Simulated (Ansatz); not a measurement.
# TePt (F-43m) in Ansatz: a series of runs

One crystal, TePt, is run at these levels: PBEsol+U, r2SCAN+U; tasks: single point.

Everything below comes from runs of Ansatz 0.2.0. Logs are shortened: lines on timing, memory, paths and dates and some standing lists are left out, and cuts for length are marked.

## 1. Starting point

It takes space group F-43m (No. 216, cubic). The conventional cell has a = 6.490 Å, b = 6.490 Å, c = 6.490 Å, α = 90.00°, β = 90.00°, γ = 90.00°. Pt (site symmetry -43m) is surrounded by 4 Te at 2.81 Å. Te (site symmetry -43m) has 4 Pt at 2.81 Å as nearest neighbours.

Measurements of this composition are mostly on another form, of space group No. 166.

## 2. Single point, PBEsol+U, collinear spin, ferromagnetic start

Input file input.yaml:

```yaml
crystal:
  lattice:
    - [0.0, 3.24504255, 3.24504255]
    - [3.24504255, 0.0, 3.24504255]
    - [3.24504255, 3.24504255, 0.0]
  atoms:
    - { symbol: Pt, position: [0.0, 0.0, 0.0], spin: 0.5 }
    - { symbol: Te, position: [0.25, 0.25, 0.25] }
hamiltonian:
  xc: pbesol
  pseudopotentials: { kind: paw }
  hubbard: { sites: [{ species: Pt, l: d, u_eff: 7.0 }] }
magnetization:
  spin_polarized: true
kpoints:
  mp_grid: { grid: [5, 5, 5] }
scf:
  occupations: { method: gaussian, width: 0.05 }
output:
  forces: true
  stress: true
  eigenvalues: true
  write_density: true
  write_potential: true
  elf: true
  volumetric_format: npy
```

Potentials or basis: Ansatz PAW.

Launch:

```
$ ansatz run input.yaml --threads 2 --pin off --max-ram 5632MiB --backend cpu --events-out ev --progress --plain --runs-dir out
```

The log of the run:

```text
Warning: RAYON_NUM_THREADS=2 ignored (pool sized by the plan → 2); use --threads N
Pt: projections on atomic orbitals take those of the free atom [Kr 4d10 4f14] 5s2 5p6 5d9 6s1, of charge +0.00 (hamiltonian.pseudopotentials.projection_atoms); the dataset's partial waves leave at most 9.1e-5 of an orbital's norm unspanned inside its sphere
Te: projections on atomic orbitals take those of the free atom [Kr] 4d10 5s2 5p4, of charge +0.00 (hamiltonian.pseudopotentials.projection_atoms); the dataset's partial waves leave at most 7.8e-6 of an orbital's norm unspanned inside its sphere
Engine: ansatz 0.2.0, aarch64-unknown-linux-gnu
Pseudopotentials: kind: paw
Pseudopotential: Pt, paw, valence charge 18, recommended cutoff 420 eV (normal), Pt.paw.azcp
Pseudopotential: Te, paw, valence charge 16, recommended cutoff 420 eV (normal), Te.paw.azcp
Functional definition: PBEsol
  exchange = pbesol_x
  correlation = pbesol_c
Crystal: 2 atoms, lattice volume = 68.343 Å³
Basis set: ecut = 420 eV, 1363 PW (Γ), exchange–correlation on 64×64×64 points (8 copies of the dense FFT grid, shifted against one another)
Bands: 22, of which v1, the nominal top of the filled ones, is band 17 counted from 1 (16 counted from 0)
Symmetry: 24 space group operations
Space group: F-43m (ITA 216), of the structure as read, at distance tolerance 4.1e-5 Å
Magnetic group: BNS 216.74 (UNI 1576), of the structure as read, at distance tolerance 4.1e-5 Å
k-points: 10 of 125 (time reversal used)
Non-local potential: Pt, projectors of the file, l = 0: 3, l = 1: 2, l = 2: 2, l = 3: 1
Non-local potential: Te, projectors of the file, l = 0: 2, l = 1: 2, l = 2: 2, l = 3: 2
PAW form: soft (Blöchl's): semilocal exchange-correlation on the pseudo side does not see the compensation charge
PAW frozen core: Pt, regenerated for the run's functional, and the local potential with it (the file was generated under x = pbe(κ = 0.804, μ = 0.2195149727645171), c = pbe(β = 0.06672455060314922))
PAW frozen core: Te, regenerated for the run's functional, and the local potential with it (the file was generated under x = pbe(κ = 0.804, μ = 0.2195149727645171), c = pbe(β = 0.06672455060314922))
PAW one-centre angular grid: Pt, 590 points (default); XC on 64 Gauss nodes
PAW one-centre angular grid: Te, 590 points (default); XC on 64 Gauss nodes
Initial density: superposition of atomic densities (chi_scale 0.1, normalization cell)
Starting moments: Σ|m| = 0.5 μB on 1 of 2 sites
Initial wavefunctions: pseudopotential atomic-orbital guess
Functional: x = pbesol(κ = 0.804, μ = 0.12345679012345678), c = pbesol(β = 0.046)
iter 1 solved again at ethr=2.91e-3 eV; its pass at ethr=3.10e-3 eV (dr2=9.88e-1 eV) is discarded
SCF iter   1: F=—  HF=-19282.200990 eV  |F-HF|=—  |Δ(HF+E_count)|=         —  Δρ=1.96e-2 (↑1.33e-2 ↓1.96e-2)  dr2=9.80e-1  dr2_m=7.42e-2  M=0.225 μB ∫|m|=0.225 μB  β_m=0.30  ethr=2.91e-3  ⟨swp⟩=1.0  Hψ=2661  notcnv=0
preconditioner: auto → Kerker (q_TF=auto, 2.429 Å⁻¹)  [metal: Δε(μ)=0.016 eV  Ē_g=9.499 eV  σ=0.050 eV  W_gap=0.17  n_scr=14 (ndim 8)  ℏωp=18.0 eV  f_vac=0.146  D(μ)=2.98/eV (n_scr^D=26)]
spin=Collinear: Kerker preconditioning applied to the charge; magnetization (m = ρ↑ − ρ↓) channel mixes plain (no charge-response kernel on spin).
SCF iter   2: F=—  HF=-19282.148989 eV  |F-HF|=—  |Δ(HF+E_count)|=   5.20e-2  Δρ=1.41e-2 (↑1.10e-2 ↓1.41e-2)  dr2=5.35e-1  dr2_m=4.18e-2  M=0.195 μB ∫|m|=0.195 μB  β_m=0.30  ethr=2.88e-3  ⟨swp⟩=1.9  Hψ=477  notcnv=0
preconditioner: auto → none  [insulator: Δε(μ)=0.176 eV  Ē_g=9.498 eV  σ=0.050 eV  W_gap=0.53  n_scr=14 (ndim 8)  ℏωp=18.0 eV  f_vac=0.146  D(μ)=3.16/eV (n_scr^D=26)  ε∞_Penn≈4.6]
SCF iter   3: F=—  HF=-19282.037781 eV  |F-HF|=—  |Δ(HF+E_count)|=   1.11e-1  Δρ=7.86e-3 (↑7.86e-3 ↓3.91e-3)  dr2=2.39e-2  dr2_m=1.88e-2  M=0.216 μB ∫|m|=0.216 μB  β_m=0.30  ethr=1.57e-3  ⟨swp⟩=3.3  Hψ=799  notcnv=0  defer=6
SCF iter   4: F=—  HF=-19282.056776 eV  |F-HF|=—  |Δ(HF+E_count)|=   1.90e-2  Δρ=6.87e-3 (↑2.57e-3 ↓6.87e-3)  dr2=3.22e-2  dr2_m=1.32e-2  M=0.182 μB ∫|m|=0.182 μB  β_m=0.30  ethr=7.04e-5  ⟨swp⟩=2.0  Hψ=942  notcnv=0  defer=20
SCF iter   5: F=—  HF=-19282.059979 eV  |F-HF|=—  |Δ(HF+E_count)|=   3.20e-3  Δρ=3.49e-3 (↑3.43e-3 ↓3.49e-3)  dr2=6.62e-4  dr2_m=7.31e-3  M=0.179 μB ∫|m|=0.179 μB  β_m=0.30  ethr=7.04e-5  ⟨swp⟩=2.0  Hψ=641  notcnv=0  defer=21
SCF iter   6: F=—  HF=-19282.065827 eV  |F-HF|=—  |Δ(HF+E_count)|=   5.85e-3  Δρ=2.83e-3 (↑2.83e-3 ↓2.55e-3)  dr2=1.97e-4  dr2_m=4.48e-3  M=0.169 μB ∫|m|=0.169 μB  β_m=0.30  ethr=1.95e-6  ⟨swp⟩=2.0  Hψ=810  notcnv=0  defer=21
SCF iter   7: F=—  HF=-19282.068990 eV  |F-HF|=—  |Δ(HF+E_count)|=   3.16e-3  Δρ=2.35e-3 (↑2.01e-3 ↓2.35e-3)  dr2=1.93e-4  dr2_m=2.98e-3  M=0.154 μB ∫|m|=0.154 μB  β_m=0.30  ethr=5.79e-7  ⟨swp⟩=2.6  Hψ=728  notcnv=0  defer=21
SCF iter   8: F=—  HF=-19282.070855 eV  |F-HF|=—  |Δ(HF+E_count)|=   1.87e-3  Δρ=1.78e-3 (↑1.72e-3 ↓1.78e-3)  dr2=1.14e-5  dr2_m=1.92e-3  M=0.144 μB ∫|m|=0.144 μB  β_m=0.30  ethr=5.67e-7  ⟨swp⟩=1.6  Hψ=512  notcnv=0  defer=21
Mixer restart at iter 8: flushing history
spin-set hold released at iteration 8 (site moments contracting): the magnetisation degrees of freedom join the quasi-Newton model from the next iteration; the mixer history was flushed
SCF iter   9: F=—  HF=-19282.072015 eV  |F-HF|=—  |Δ(HF+E_count)|=   1.16e-3  Δρ=1.45e-3 (↑1.41e-3 ↓1.45e-3)  dr2=7.95e-6  dr2_m=1.28e-3  M=0.134 μB ∫|m|=0.134 μB  β_m=0.55  ethr=3.34e-8  ⟨swp⟩=2.1  Hψ=583  notcnv=0  defer=21
SCF iter  10: F=—  HF=-19282.074117 eV  |F-HF|=—  |Δ(HF+E_count)|=   2.10e-3  Δρ=4.36e-4 (↑4.34e-4 ↓4.36e-4)  dr2=3.88e-7  dr2_m=1.18e-4  M=0.089 μB ∫|m|=0.089 μB  β_m=0.82  ethr=2.34e-8  ⟨swp⟩=3.0  Hψ=884  notcnv=0  defer=21
SCF iter  11: F=—  HF=-19282.074455 eV  |F-HF|=—  |Δ(HF+E_count)|=   3.38e-4  Δρ=1.40e-4 (↑1.36e-4 ↓1.40e-4)  dr2=3.37e-7  dr2_m=1.18e-5  M=0.050 μB ∫|m|=0.050 μB  β_m=0.91  ethr=2.94e-10  ⟨swp⟩=13.6  Hψ=4004  notcnv=0
SCF iter  12: F=—  HF=-19282.074518 eV  |F-HF|=—  |Δ(HF+E_count)|=   6.25e-5  Δρ=7.92e-5 (↑7.92e-5 ↓7.48e-5)  dr2=7.53e-7  dr2_m=3.64e-6  M=0.029 μB ∫|m|=0.029 μB  β_m=0.96  ethr=9.90e-10  ⟨swp⟩=3.0  Hψ=933  notcnv=0
SCF iter  13: F=—  HF=-19282.074542 eV  |F-HF|=—  |Δ(HF+E_count)|=   2.45e-5  Δρ=5.47e-5 (↑5.22e-5 ↓5.47e-5)  dr2=9.68e-6  dr2_m=8.22e-7  M=0.014 μB ∫|m|=0.014 μB  β_m=0.75  ethr=9.90e-10  ⟨swp⟩=3.0  Hψ=911  notcnv=0
SCF iter  14: F=—  HF=-19282.074545 eV  |F-HF|=—  |Δ(HF+E_count)|=   3.22e-6  Δρ=3.28e-5 (↑2.62e-5 ↓3.28e-5)  dr2=2.39e-6  dr2_m=1.98e-7  M=0.006 μB ∫|m|=0.006 μB  β_m=0.60  ethr=9.90e-10  ⟨swp⟩=3.0  Hψ=891  notcnv=0
iter 15 did not close the SCF: its close was put off for a magnetic moment that had not settled (scf_convergence_deferred on its scf_iter line)
SCF iter  15: F=-19282.074546 eV  HF=-19282.074546 eV  |F-HF|=3.24e-8  |Δ(HF+E_count)|=   5.29e-7  Δρ=7.82e-6 (↑5.79e-6 ↓7.82e-6)  dr2=5.24e-9  dr2_m=2.60e-8  M=0.001 μB ∫|m|=0.001 μB  β_m=0.72  ethr=2.94e-10  ⟨swp⟩=8.4  Hψ=3046  notcnv=0
iter 16 did not close the SCF: its close was put off for a magnetic moment that had not settled (scf_convergence_deferred on its scf_iter line)
SCF iter  16: F=-19282.074546 eV  HF=-19282.074546 eV  |F-HF|=2.30e-9  |Δ(HF+E_count)|=   7.07e-8  Δρ=1.50e-6 (↑9.65e-7 ↓1.50e-6)  dr2=3.14e-10  dr2_m=8.70e-10  M=-0.001 μB ∫|m|=0.001 μB  β_m=0.80  ethr=1.54e-11  ⟨swp⟩=5.2  Hψ=2431  notcnv=0
iter 17 did not close the SCF: its close was put off for a magnetic moment that had not settled (scf_convergence_deferred on its scf_iter line)
SCF iter  17: F=-19282.074546 eV  HF=-19282.074546 eV  |F-HF|=2.11e-10  |Δ(HF+E_count)|=   8.19e-9  Δρ=4.89e-7 (↑4.89e-7 ↓4.18e-7)  dr2=5.82e-11  dr2_m=1.23e-10  M=-0.000 μB ∫|m|=0.000 μB  β_m=0.90  ethr=1.00e-12  ⟨swp⟩=4.8  Hψ=2245  notcnv=0
SCF iter  18: F=-19282.074546 eV  HF=-19282.074546 eV  |F-HF|=0.00e0  |Δ(HF+E_count)|=   1.32e-9  Δρ=1.04e-7 (↑1.04e-7 ↓6.94e-8)  dr2=8.50e-12  dr2_m=3.65e-12  M=-0.000 μB ∫|m|=0.000 μB  ethr=1.00e-12  ⟨swp⟩=4.7  Hψ=2248  notcnv=0
SCF 1 converged in 18 iterations: F = -19282.074546 eV  dr2 = 8.50e-12
WARN: the starting moments were not kept: the SCF closed with an absolute magnetisation of 3.5e-5 μB, where they sum to 0.5 μB in size (1 site). That is at most 0.1 of that sum. Measured as dr2_m measures the in/out step, that magnetisation stands 1.1e-10 eV from none, at or under the dr2_threshold of 1.0e-7 eV: it is no larger than a step whose dr2_m would equal this threshold. The system may hold no moment; this SCF shows only that its start led to no more than that. To try another start: raise the starting moments (crystal.atoms[].spin, magnetization.per_species, magnetization.initial_magnetization, or on a non-collinear deck that types none of these the spinor_matrix: blocks that start its atoms; where the total moment is fixed, keep their sum and leave initial_magnetization as it is; typed ones take the place of any that the run laid by itself, positive ones on a crystal's lanthanoids without a Hubbard term where scf.initial_density.shell_occupations: [] is typed) or, if the notice of its spin-set hold's release reads "site moments contracting" or "site moments show no strong build", lengthen the hold (scf.mixing.spin_hold: { on: { confirm: 4 } }; for m-r²SCAN on two components see the key's manual first). Each may lead to a state that holds a moment. A second SCF, from the converged charge density, with the starting moments and any scf.initial_density.shell_occupations laid on it anew, would have followed, and was not run: the deck does not ask for one (magnetization.retry_lost_moments is false, the default). To let it run, set magnetization.retry_lost_moments: true and run the deck again, where that key's refused combinations let it; where memory then withholds it, that run's warning says so.
SCF converged after 18 iterations
Magnetization: -0.0000 μB (17.0000 up, 17.0000 down)
Absolute magnetization: 0.0000 μB (∫|ρ↑−ρ↓|, with the PAW one-centre terms)
Spin contamination: 0.0000 ħ² per cell (⟨S²⟩ above its minimum at these occupations)
Per-site moments (μB) at R_I (Å): [(-1.293649449863889e-5, 1.1592443299228414), (-1.0137031393131048e-5, 1.1592443299228414)]
Free energy (F): -19282.074546 eV
Harris-Foulkes:  -19282.074546 eV  (|F-HF|=0.00e0)
Internal energy: -19282.070015 eV  (E = F + TS)
E sigma→0 (E₀):  -19282.072280 eV
Entropy (-TS):   -0.004531 eV (-2.265 meV/atom)
Fermi energy:    6.888193 eV
--- Per-component energies (eV) ---
  E_band       = -690.136411
  E_kinetic    = 817.987777
  E_local      = -4209.329840  (includes V_loc(G=0)·N_el)
  E_nonlocal   = -101.848922
  E_hartree    = 1953.589470
  E_xc         = -379.647880
  E_vxc        = -401.160923  (∫ρ·V_xc dr)
  E_hubbard    = 1.941937  (on-site DFT+U / exact-exchange correction)
  E_vhub       = -29.018745  (the Hubbard potential's part of the band-sum identity)
  E_paw        = -13902.970628  (= ΣΔE_a)
  E_vpaw       = -673.944605  (= ΣTr[D̂ρ^β])
  E_aug_tail   = 0.000045  (compensation charges beyond the density's cutoff)
  E_ewald      = -3462.453770
  E_core_change = 0.661796  (= ΣΔE_core)
  E_smearing   = -0.004531  (= −TS)
  E_closure    = 0.000000  (closes the sum)
  Σ components = -19282.074546   (vs F -19282.074546, Δ=0.00e0)
--- Forces (eV/Å), atoms counted from 1 ---
  atom   1  Pt    -0.00000000     0.00000000     0.00000000
  atom   2  Te    -0.00000000    -0.00000000     0.00000000
  max |Σ_I F_I| component: 8.79e-17 eV/Å
--- Stress (GPa, compression-positive) ---
      -12.221205      -0.000000      -0.000000
       -0.000000     -12.221205      -0.000000
        0.000000      -0.000000     -12.221205
  P = ⅓ Tr σ = -12.2212 GPa (-122.212 kbar)
--- Band table (eV; the first three rows and the last of 20) ---
  k-point 0 ↑: bands = ["-88.4747", "-42.7582", "-42.7582", "-42.7582", "-30.0901", "-30.0901", "-30.0901", "-30.0875", "-30.0875", "-4.3384", "2.3970", "2.3970", "2.3970", "3.2340", "3.2340", "8.5628", "8.6987", "8.6987", "8.6987", "13.2098", "13.2098", "13.2098"]
  k-point 1 ↑: bands = ["-88.4747", "-42.7583", "-42.7582", "-42.7582", "-30.0904", "-30.0903", "-30.0903", "-30.0872", "-30.0872", "-4.2224", "2.4358", "2.4783", "2.4783", "3.2378", "3.2378", "6.6514", "8.2839", "8.2839", "9.7860", "12.9943", "13.6737", "13.6737"]
  k-point 2 ↑: bands = ["-88.4747", "-42.7586", "-42.7583", "-42.7583", "-30.0909", "-30.0904", "-30.0904", "-30.0869", "-30.0869", "-4.0303", "2.5380", "2.5380", "2.8920", "3.3681", "3.3681", "4.5536", "7.6411", "7.6411", "9.9159", "14.0581", "14.0581", "14.6681"]
  k-point 9 ↓: bands = ["-88.4747", "-42.7586", "-42.7585", "-42.7583", "-30.0912", "-30.0906", "-30.0906", "-30.0868", "-30.0865", "-3.9136", "2.4055", "2.7544", "3.1134", "3.3716", "3.6673", "4.6296", "5.7033", "6.5955", "11.8695", "13.0101", "13.7538", "15.9023"]
Occupation matrices written to <dir>
```

Wall time 7 s (2 threads of Arm Neoverse V1, shared host); peak memory 0.36 GiB.

What came out:

| Property | Result |
| --- | --- |
| Free energy | -19282.0745 eV |
| Pressure | -12.2 GPa |
| Band gap on the k mesh | none (metal or under the smearing width) |
| Net moment | 0.00 μB per cell |
| Absolute moment | 0.00 μB per cell |

Eigenvalues of the final occupation matrices:
| site | spin | trace | eigenvalues |
| --- | --- | --- | --- |
| site 1 | 1 | 4.70 | 0.92 0.92 0.92 0.98 0.98 |
| site 1 | 2 | 4.70 | 0.92 0.92 0.92 0.98 0.98 |

Caveat: the magnetic or orbital state may not be the lowest; the PAW data sets come from PBE, with cores solved anew for the run's functional, which leaves a small shift of forces and pressure; the U is typed as a test and isn't derived for this compound; the starting moments weren't kept. The run has no spin-orbit coupling, so splittings on Pt, Te are missing.

## 3. Single point, r2SCAN+U, collinear spin, ferromagnetic start

input.yaml: that of step 2 with these lines changed.

```diff
@@ -9,5 +9,5 @@
 hamiltonian:
-  xc: pbesol
+  xc: r2scan
   pseudopotentials: { kind: paw }
-  hubbard: { sites: [{ species: Pt, l: d, u_eff: 7.0 }] }
+  hubbard: { sites: [{ species: Pt, l: d, u_eff: 5.0 }] }
 magnetization:
@@ -22,5 +22 @@
   eigenvalues: true
-  write_density: true
-  write_potential: true
-  elf: true
-  volumetric_format: npy
```

Potentials or basis: Ansatz PAW.

Launch:

```
$ ansatz run input.yaml --threads 2 --pin off --max-ram 5632MiB --backend cpu --events-out ev --progress --plain --runs-dir out
```

The log of the run:

```text
Warning: RAYON_NUM_THREADS=2 ignored (pool sized by the plan → 2); use --threads N
Pt: projections on atomic orbitals take those of the free atom [Kr 4d10 4f14] 5s2 5p6 5d9 6s1, of charge +0.00 (hamiltonian.pseudopotentials.projection_atoms); the dataset's partial waves leave at most 9.1e-5 of an orbital's norm unspanned inside its sphere
Te: projections on atomic orbitals take those of the free atom [Kr] 4d10 5s2 5p4, of charge +0.00 (hamiltonian.pseudopotentials.projection_atoms); the dataset's partial waves leave at most 7.8e-6 of an orbital's norm unspanned inside its sphere
[... 2 set-up lines as earlier in the session ...]
Pseudopotential: Pt, paw, valence charge 18, recommended cutoff 500 eV (meta_gga), Pt.paw.azcp
Pseudopotential: Te, paw, valence charge 16, recommended cutoff 500 eV (meta_gga), Te.paw.azcp
Functional definition: r2SCAN
  parameter k0 = 0.174
  parameter k1 = 0.065
[... 81 lines left out ...]
--- Forces (eV/Å), atoms counted from 1 ---
  atom   1  Pt    -0.00000000     0.00000000     0.00000000
  atom   2  Te    -0.00000000    -0.00000000    -0.00000000
  max |Σ_I F_I| component: 1.70e-16 eV/Å
--- Stress (GPa, compression-positive) ---
      -11.996856      -0.000000       0.000000
       -0.000000     -11.996856      -0.000000
        0.000000      -0.000000     -11.996856
  P = ⅓ Tr σ = -11.9969 GPa (-119.969 kbar)
--- Band table (eV; the first three rows and the last of 20) ---
  k-point 0 ↑: bands = ["-91.0096", "-44.7239", "-44.7239", "-44.7239", "-30.9694", "-30.9694", "-30.9694", "-30.9647", "-30.9647", "-4.7218", "2.5700", "2.5700", "2.5700", "3.6845", "3.6845", "8.8450", "8.8600", "8.8600", "8.8600", "13.4687", "13.4687", "13.4687"]
  k-point 1 ↑: bands = ["-91.0097", "-44.7240", "-44.7239", "-44.7239", "-30.9697", "-30.9695", "-30.9695", "-30.9645", "-30.9645", "-4.5805", "2.5523", "2.6583", "2.6583", "3.6852", "3.6852", "6.8074", "8.4259", "8.4259", "10.0373", "13.3240", "13.9535", "13.9535"]
  k-point 2 ↑: bands = ["-91.0097", "-44.7243", "-44.7239", "-44.7239", "-30.9702", "-30.9696", "-30.9696", "-30.9642", "-30.9642", "-4.3391", "2.7516", "2.7516", "2.8207", "3.7922", "3.7922", "4.7808", "7.7561", "7.7561", "10.1467", "14.3392", "14.3392", "15.0921"]
  k-point 9 ↓: bands = ["-90.9551", "-44.6569", "-44.6568", "-44.6566", "-30.9585", "-30.9580", "-30.9578", "-30.9522", "-30.9519", "-4.1012", "2.6381", "3.0016", "3.4248", "3.9049", "4.0155", "5.0599", "5.8674", "6.8029", "12.1668", "13.3460", "14.1420", "16.3726"]
Occupation matrices written to <dir>
```

It took 14 s on 2 threads of Arm Neoverse V1, shared host; peak memory 0.57 GiB.

Results:

```yaml
Free_energy: -19529.2206 eV
Pressure: -12.0 GPa
Band_gap_on_the_k_mesh: none (metal or under the smearing width)
Net_moment: 0.19 μB per cell
Absolute_moment: 0.19 μB per cell
Site_moments: Pt +0.09; Te +0.05 μB
```

Levels at points of the mesh, in eV from the Fermi level:
Spin up:
```
           k point  band 13  band 14  band 15  band 16  band 17  band 18  band 19  band 20  band 21  band 22
(0.00, 0.00, 0.00)    -4.48    -3.37    -3.37     1.79     1.81     1.81     1.81     6.42     6.42     6.42
```
Spin down:
| k point | band 14 | band 15 | band 16 | band 17 | band 18 | band 19 |
| --- | --- | --- | --- | --- | --- | --- |
| (0.00, 0.00, 0.00) | -3.30 | -3.30 | 1.86 | 1.94 | 1.94 | 1.94 |

Eigenvalues of the final occupation matrices:
```csv
site,spin,trace,eigenvalues
site 1,1,4.69,0.91 0.91 0.91 0.98 0.98
site 1,2,4.62,0.89 0.89 0.89 0.97 0.97
```

Caveat: the magnetic or orbital state may not be the lowest; the PAW data sets come from PBE, with cores solved anew for the run's functional, which leaves a small shift of forces and pressure; the U is typed as a test and isn't derived for this compound.
